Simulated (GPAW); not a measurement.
# HfO2 (Fm-3m) in GPAW: a series of runs

The runs below take HfO2 through eps q, optical spectrum by the Bethe-Salpeter equation, with SCAN+U, PBE.

Everything below comes from runs of GPAW 26.7.0. Logs are shortened: lines on timing, memory, paths and dates and some standing lists are left out, and cuts for length are marked. The log counts tension as positive stress, the text compression.

### Step 1. The crystal as given

The structure is cubic, space group Fm-3m (No. 225). The conventional cell has a = 5.115 Å, b = 5.115 Å, c = 5.115 Å, α = 90.00°, β = 90.00°, γ = 90.00°. Hf (site symmetry m-3m) is surrounded by 8 O at 2.21 Å. Around O (site symmetry -43m) lie 4 Hf at 2.21 Å.

Measurements of this composition are mostly on another form, of space group No. 14.

### Step 2. Eps q, SCAN+U

Contents of run.py:

```python
import numpy as np
from ase import Atoms
from ase.dft.bandgap import bandgap
from ase.io import write
from gpaw import GPAW, PW
from gpaw.response.df import DielectricFunction

atoms = Atoms(['Hf', 'O', 'O'],
              cell=[[0.0, 2.5575, 2.5575],
                    [2.5575, 0.0, 2.5575],
                    [2.5575, 2.5575, 0.0]],
              scaled_positions=[[0.0, 0.0, 0.0],
                                [0.75, 0.75, 0.75],
                                [0.25, 0.25, 0.25]],
              pbc=True)

calc = GPAW(mode=PW(550),
            xc='MGGA_X_SCAN+MGGA_C_SCAN',
            kpts={'size': (7, 7, 7), 'gamma': True},
            occupations={'name': 'fermi-dirac', 'width': 0.05},
            setups={'Hf': ':d,5.3'},
            nbands=24,
            convergence={'density': 1e-06},
            maxiter=80,
            txt='gpaw.txt')
atoms.calc = calc
energy = atoms.get_potential_energy()
calc.write('gs.gpw')
write('result.traj', atoms)
print(f'Energy: {energy:.6f} eV')
print('Fermi level:', round(calc.get_fermi_level(), 4), 'eV')
print(f'Gap: {bandgap(calc)[0]:.4f} eV, direct: {bandgap(calc, direct=True)[0]:.4f} eV')

dense = calc.fixed_density(kpts={'size': (9, 9, 9), 'gamma': True},
                           nbands=54, convergence={'bands': 48, 'eigenstates': 1e-7},
                           update_fermi_level=True, txt='dense.txt')
dense.write('dense.gpw', mode='all')

df = DielectricFunction('dense.gpw', frequencies=np.array([0.0]), hilbert=False, eta=0.001,
                        ecut=100, nbands=48, txt='df.txt')
for q_c in [[0.1111111111, 0.1111111111, 0.0], [0.2222222222, 0.2222222222, 0.0], [0.3333333333, 0.3333333333, 0.0], [0.4444444444, 0.4444444444, 0.0], [0.6666666667, 0.6666666667, 0.0], [0.8888888889, 0.8888888889, 0.0], [0.1111111111, 0.1111111111, 0.1111111111], [0.2222222222, 0.2222222222, 0.2222222222], [0.3333333333, 0.3333333333, 0.3333333333], [0.4444444444, 0.4444444444, 0.4444444444], [0.6666666667, 0.6666666667, 0.6666666667], [0.8888888889, 0.8888888889, 0.8888888889]]:
    e0, e = df.get_dielectric_function(xc='RPA', q_c=q_c, filename=None)
    q = np.linalg.norm(2 * np.pi * np.array(q_c) @ atoms.cell.reciprocal())
    print(q_c, f'|q| = {q:.4f} 1/A: eps {e0[0].real:.4f} without, {e[0].real:.4f} with local fields')
```

Potentials or basis: GPAW PAW data sets (gpaw-data 1.2.1), pw.

Run with:

```
OMP_NUM_THREADS=1 python run.py
```

gpaw.txt:

```text
__  _  _
 | _ |_)|_||  |
 |__||  | ||/\| - 26.7.0

Input parameters:
  mode=PW(ecut=550.0),
  convergence={'density': 1e-06},
  kpts=MonkhorstPack(size=(7, 7, 7), gamma=True),
  maxiter=80,
  nbands=24,
  occupations=Occupations(name='fermi-dirac', width=0.05),
  setups={'Hf': ':d,5.3'},
  xc=XC(name='MGGA_X_SCAN+MGGA_C_SCAN')

Diagonalizing LCAO Hamiltonian
Converting LCAO to pw mode

                   O

           O

       Hf

Atoms  # Å, Bohr magnetons
|   | symbol |        x |        y |        z |    initial magnetic moments |
|---|--------|----------|----------|----------|-----------------------------|
| 0 |     Hf | 0.000000 | 0.000000 | 0.000000 | ( 0.0000,  0.0000,  0.0000) |
| 1 |      O | 3.836250 | 3.836250 | 3.836250 | ( 0.0000,  0.0000,  0.0000) |
| 2 |      O | 1.278750 | 1.278750 | 1.278750 | ( 0.0000,  0.0000,  0.0000) |

Unit cell  # Å
| periodic |        x |        y |        z |  lengths |    angles |
|----------|----------|----------|----------|----------|-----------|
|      yes | 0.000000 | 2.557500 | 2.557500 | 3.616851 | 60.000000 |
|      yes | 2.557500 | 0.000000 | 2.557500 | 3.616851 | 60.000000 |
|      yes | 2.557500 | 2.557500 | 0.000000 | 3.616851 | 60.000000 |

Number of symmetries: 48
Symmetry operations  # r_c * U_cc + t_c -> r_c
|    | kind |            matrix            |
|----|------|------------------------------|
|  0 |  σ   |  1, 0, 0,  1, 0,-1,  1,-1, 0 |
|  1 |  C2  |  1, 0, 0,  1,-1, 0,  1, 0,-1 |
|  2 |  E   |  1, 0, 0,  0, 1, 0,  0, 0, 1 |
|  3 |  σ   |  1, 0, 0,  0, 0, 1,  0, 1, 0 |
|  4 |  C4  |  1, 0,-1,  1, 0, 0,  1,-1, 0 |
|  5 |  S6  |  1, 0,-1,  1,-1, 0,  1, 0, 0 |
|  6 |  σ   |  1, 0,-1,  0, 1,-1,  0, 0,-1 |
|  7 |  C3  |  1, 0,-1,  0, 0,-1,  0, 1,-1 |
|  8 |  S6  |  1,-1, 0,  1, 0, 0,  1, 0,-1 |
|  9 |  C4  |  1,-1, 0,  1, 0,-1,  1, 0, 0 |
| 10 |  C3  |  1,-1, 0,  0,-1, 1,  0,-1, 0 |
| 11 |  σ   |  1,-1, 0,  0,-1, 0,  0,-1, 1 |
| 12 |  σ   |  0, 1, 0,  1, 0, 0,  0, 0, 1 |
| 13 |  C4  |  0, 1, 0,  0, 1,-1, -1, 1, 0 |
| 14 |  C3  |  0, 1, 0,  0, 0, 1,  1, 0, 0 |
| 15 |  S6  |  0, 1, 0, -1, 1, 0,  0, 1,-1 |
| 16 |  C2  |  0, 1,-1,  1, 0,-1,  0, 0,-1 |
| 17 |  σ   |  0, 1,-1,  0, 1, 0, -1, 1, 0 |
| 18 |  S4  |  0, 1,-1,  0, 0,-1,  1, 0,-1 |
| 19 |  C4  |  0, 1,-1, -1, 1, 0,  0, 1, 0 |
| 20 |  C3  |  0, 0, 1,  1, 0, 0,  0, 1, 0 |
| 21 |  σ   |  0, 0, 1,  0, 1, 0,  1, 0, 0 |
| 22 |  S6  |  0, 0, 1,  0,-1, 1, -1, 0, 1 |
| 23 |  C4  |  0, 0, 1, -1, 0, 1,  0,-1, 1 |
| 24 |  S4  |  0, 0,-1,  1, 0,-1,  0, 1,-1 |
| 25 |  C3  |  0, 0,-1,  0, 1,-1,  1, 0,-1 |
| 26 |  C2  |  0, 0,-1,  0,-1, 0, -1, 0, 0 |
| 27 |  S6  |  0, 0,-1, -1, 0, 0,  0,-1, 0 |
| 28 |  S4  |  0,-1, 1,  1,-1, 0,  0,-1, 0 |
| 29 |  C4  |  0,-1, 1,  0, 0, 1, -1, 0, 1 |
| 30 |  C2  |  0,-1, 1,  0,-1, 0,  1,-1, 0 |
| 31 |  σ   |  0,-1, 1, -1, 0, 1,  0, 0, 1 |
| 32 |  C3  |  0,-1, 0,  1,-1, 0,  0,-1, 1 |
| 33 |  S6  |  0,-1, 0,  0, 0,-1, -1, 0, 0 |
| 34 |  S4  |  0,-1, 0,  0,-1, 1,  1,-1, 0 |
| 35 |  C2  |  0,-1, 0, -1, 0, 0,  0, 0,-1 |
| 36 |  C2  | -1, 1, 0,  0, 1, 0,  0, 1,-1 |
| 37 |  S6  | -1, 1, 0,  0, 1,-1,  0, 1, 0 |
| 38 |  S4  | -1, 1, 0, -1, 0, 1, -1, 0, 0 |
| 39 |  C3  | -1, 1, 0, -1, 0, 0, -1, 0, 1 |
| 40 |  S6  | -1, 0, 1,  0, 0, 1,  0,-1, 1 |
[... 64 lines left out ...]
    compensation charges:
      type: gauss
      rc: 0.41  # [Å]
      lmax: 2
    cutoffs:
      filter: 2.36  # [Å]
      core: 4.02  # [Å]
    projectors
    | kind |    occ | energy [eV] | rcut [Å] |
    |------|--------|-------------|----------|
    |   5s |  2.000 |     -66.831 |    1.397 |
    |   6s |  2.000 |      -5.097 |    1.397 |
    |   5p |  6.000 |     -35.599 |    1.307 |
    |   6p |  0.000 |      -1.401 |    1.307 |
    |   5d |  2.000 |      -2.699 |    1.334 |
    |    d |        |      24.513 |    1.334 |

    Using partial waves for Hf as LCAO basis

  O:
    name:    Oxygen
    Z:       8.0
    valence: 6
    core:    2
    charge:  0.0  # [|e|]
    compensation charges:
      type: gauss
      rc: 0.21  # [Å]
      lmax: 2
    cutoffs:
      filter: 1.17  # [Å]
      core: 0.83  # [Å]
    projectors
    | kind |    occ | energy [eV] | rcut [Å] |
    |------|--------|-------------|----------|
    |   2s |  2.000 |     -23.961 |    0.688 |
    |   2p |  4.000 |      -9.029 |    0.598 |
    |    s |        |       3.251 |    0.688 |
    |    p |        |      18.182 |    0.598 |
    |    d |        |       0.000 |    0.619 |

    Using partial waves for O as LCAO basis

Reference energy: -413967.819878  # eV

eigensolver:
  PPCG
  Converge bands: occupied
  niter=2

density mixing:
  MSR1-Mixer
  Pratt-step length: 0.05
  Maximum mixing coefficient: 0.75
  Old densities: 10
  SVD Regularization: 0.005
  Good broyden scale: 1.0
  Trust region scale: 1.0
  Backstep threshold: 4.0
  History deletion threshold: 6.0
  Fourier metric: weight=20.0, sigma=0.015

occupation numbers:
  Fermi-Dirac:
    width: 0.0500  # eV

poisson solver:
  ecut: 4400.0  # eV

xc functional:
  name: MGGA_X_SCAN+MGGA_C_SCAN with 2 nearest neighbor stencil

convergence criteria:
- Maximum integral of absolute [dens]ity change: 1e-06 electrons / valence electron
- Maximum [total energy] change in last 3 cyles: 0.0005 eV / valence electron
- Maximum integral of absolute [eigenst]ate change: 4e-08 eV^2 / valence electron
maximum number of iterations: 80

SCF iterations
|iter     | |      energy | eigst |  dens |
|---------|-|-------------|-------|-------|
|iter:   1| |  -72.779723 | -0.20 |       |
|iter:   2| |  -63.374662 | -1.50 | -0.77 |
|iter:   3| |  -60.752309 | -0.90 | -0.82 |
|iter:   4| |  -60.708635 | -1.85 | -1.33 |
|iter:   5| |  -60.716433 | -2.66 | -1.65 |
|iter:   6| |  -60.716509c| -3.96 | -2.55 |
|iter:   7| |  -60.716579c| -5.02 | -2.88 |
|iter:   8| |  -60.716590c| -6.33 | -3.71 |
|iter:   9| |  -60.716589c| -7.68c| -4.40 |
|iter:  10| |  -60.716589c| -8.16c| -5.28 |
|iter:  11| |  -60.716589c| -8.81c| -5.72 |
|iter:  12| |  -60.716589c| -9.93c| -6.66c|

Converged in 12 steps
Energy contributions relative to reference atoms: (reference = -413967.819878)

Energy contributions:
  Kinetic:          15.336738
  Coulomb:         -17.994968
  Zero:             -0.064928
  External:          0.000000
  Xc:              -57.993431
  Entropy:          -0.000000
  Spinorbit:         0.000000
  ----------------------------
  Free energy:     -60.716589
  Extrapolated:    -60.716589

dipole moment: (-18.715654, -18.715654, -18.715654)  # |e|*Ang

Fermi level: 9.536
Eigenvalues  # (at kpt = [0.000, 0.000, 0.000])
| band index |      eig [eV] | occ [0-2] |
|------------|---------------|-----------|
|          0 |       -55.099 |     2.000 |
|        ... |               |           |
|          4 |       -11.559 |     2.000 |
|          5 |        -8.614 |     2.000 |
|          6 |         3.141 |     2.000 |
|          7 |         3.141 |     2.000 |
|          8 |         3.153 |     2.000 |
|          9 |         7.523 |     2.000 |
[... 8 lines left out ...]
|         18 |        22.423 |     0.000 |
|         19 |        22.428 |     0.000 |
|        ... |               |           |
|         23 |        34.315 |     0.000 |

Gap: 5.388 eV
Transition (v -> c):
  (s=0, k=15, n=11, [0.43, 0.43, -0.14]) -> (s=0, k=16, n=12, [0.43, 0.43, 0.00])
Direct/indirect transitions are different
Direct gap: 5.573 eV
Transition at: (s=0, k=15, n=11, [0.43, 0.43, -0.14])
# Writing to gs.gpw (mode='')
```

Wall time 2.4 min (1 thread of Arm Neoverse V2, shared host); peak memory 0.45 GiB.

What came out:

```yaml
Free_energy: -60.7166 eV
Band_gap_on_the_k_mesh: 5.39 eV, indirect (least direct gap 5.57 eV)
```

Caveat: response on these states lacks terms of the Hamiltonian; spin-orbit coupling is left out, which moves the levels of the heavy elements; an odd mesh through Γ misses points on the zone boundary, where band edges often lie.

(Continued in part 2 of 3.)
